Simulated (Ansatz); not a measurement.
La$_{2}$O$_{3}$, DFT, PBEsol, all-electron PAW with datasets made for the crystal, scalar-relativistic (Ansatz 0.2.0), run on 2 threads of Arm Neoverse V2 on a shared host.

The geometry is COD entry 1010278, unchecked; take it as a test cell. It is an old determination, and later ones may differ. The listed cell was then made from it by scaling, straining or moving an atom.

Command: `ansatz run input.yaml --threads 2 --pin off --max-ram 8192MiB --backend cpu --events-out ev --progress --plain --runs-dir out`

```yaml
crystal:
  lattice:
    - [3.9300000706, -0.0589500011, -0.0589500011]
    - [-2.0160522338, 3.4329548985, -0.0215771979]
    - [-0.0918, -0.0918, 6.12]
  atoms:
    - { symbol: La, position: [0.3333333333, 0.6666666667, 0.25] }
    - { symbol: La, position: [0.6666666667, 0.3333333333, 0.75] }
    - { symbol: O, position: [0.25, 0.25, 0.0] }
    - { symbol: O, position: [0.75, 0.0, 0.0] }
    - { symbol: O, position: [0.0, 0.75, 0.0] }
kpoints:
  mp_grid: { grid: [6, 6, 4] }
scf:
  occupations: { method: fermi_dirac, width: 0.02 }
hamiltonian:
  xc: pbesol
  pseudopotentials: { kind: all_electron, datasets: crystal }
output:
  forces: true
  stress: true
  eigenvalues: true
  efg: { contact_densities: true }
```

(1) How large is the problem that the program sets up?

(2) Estimate the wall time and the peak memory.

(3) And the same cell and mesh by frozen-core PAW, asked for forces, stress, eigenvalues, efg, on the same hardware?

## Answers

(1) 76 irreducible k-points, 2217 plane waves at Γ, 25 bands.

(2) 68 s of wall time for 16 SCF iterations, with a peak of 1.7 GiB. Times on shared machines scatter by tens of per cent.

(3) 8.1 s, peak memory 0.43 GiB.
